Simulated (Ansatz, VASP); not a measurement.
BAs5 in VASP and in Ansatz

File INCAR:

```
SYSTEM = BAs5
ALGO = Normal
EDIFF = 1E-7
ENCUT = 520
GGA = PE
ISIF = 2
ISMEAR = 0
LASPH = .True.
LCHARG = .False.
LREAL = .False.
LWAVE = .False.
NBANDS = 23
NELM = 80
PREC = Accurate
SIGMA = 0.1
```

The input KPOINTS:

```
k-points
0
Gamma
  4 4 4
  0 0 0
```

Contents of POSCAR:

```
BAs5
1.0
    0.0000000000      4.0260626700      4.0260626700
    4.0260626700      0.0000000000      4.0260626700
    4.0260626700      4.0260626700      0.0000000000
B As
1 5
Direct
    0.0000000000      0.0000000000      0.0000000000
    0.7500000000      0.7500000000      0.7500000000
    0.5969491100      0.5969491100      0.5969491100
    0.5969491100      0.5969491100      0.2091526600
    0.5969491100      0.2091526600      0.5969491100
    0.2091526600      0.5969491100      0.5969491100
```

Input for Ansatz:

```yaml
crystal:
  lattice:
    - [0.0, 4.02606267, 4.02606267]
    - [4.02606267, 0.0, 4.02606267]
    - [4.02606267, 4.02606267, 0.0]
  atoms:
    - { symbol: B, position: [0.0, 0.0, 0.0] }
    - { symbol: As, position: [0.75, 0.75, 0.75] }
    - { symbol: As, position: [0.59694911, 0.59694911, 0.59694911] }
    - { symbol: As, position: [0.59694911, 0.59694911, 0.20915266] }
    - { symbol: As, position: [0.59694911, 0.20915266, 0.59694911] }
    - { symbol: As, position: [0.20915266, 0.59694911, 0.59694911] }
basis:
  ecutwfc: 420
kpoints:
  mp_grid: { grid: [4, 4, 4] }
hamiltonian:
  xc: pbe
scf:
  occupations: { method: gaussian, width: 0.1 }
  lower_state_search: "off"
output:
  forces: true
  stress: true
  eigenvalues: true
```

Alike in both runs: task single point; functional PBE; k mesh 4 × 4 × 4; occupations gaussian, width 0.1 eV; no spin polarisation.

```csv
,VASP,Ansatz
version,VASP 6.6.1,Ansatz 0.2.0
potentials or method,"VASP PAW PBE potentials, release 64 (B, As)","scalar-relativistic, plane waves, PAW"
plane-wave cutoff (eV),520,420
valence electrons in the cell,28,78
```

Ansatz gave:

* gap on the k mesh at the Fermi level (eV): none
* rms of the force components (eV/Å): 2.208

Q: Which values does VASP return?

A: gap on the k mesh at the Fermi level (eV): none; rms of the force components (eV/Å): 2.339.

Atom by atom the forces differ by 0.131 eV/Å (rms over components). A gap of «none» marks a metal or a gap that the smearing closes. The two sets of potentials don't hold the same shells in valence.

Caveats: forces of over 1 eV/Å show positions far from the minimum, so gaps and moduli don't describe the material at rest.
